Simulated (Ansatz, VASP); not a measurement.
C: VASP beside Ansatz

```
C
1.0
     2.49731    0.00000    0.00000
    -1.24865    2.16273    0.00000
     0.00000    0.00000   16.50980
C
2
Cartesian
  1.8730 0.3605 8.2549
  -0.6243 1.8023 8.2549
```

Alike in both runs: functional LDA; k mesh 14 × 14 × 1; occupations fermi-dirac, width 0.02 eV; no spin polarisation.

Ansatz relaxed the structure, and its values are those at the end. VASP's run is a single point on that final structure, the one shown.

|  | VASP | Ansatz |
| --- | --- | --- |
| version | VASP 6.6.1 | Ansatz 0.2.0 |
| potentials or method | VASP PAW LDA potentials, release 64 (C), cutoff 520 eV | all-electron LAPW, scalar-relativistic |

|  | VASP | Ansatz | Ansatz less VASP |
| --- | --- | --- | --- |
| gap on the k mesh at the Fermi level (eV) | 1.17 | 1.17 | 0.000 |

Ansatz ran all-electron here, so the differences hold the error of VASP's frozen core and of both bases. Ansatz warned: «structure_snapped_to_symmetry».
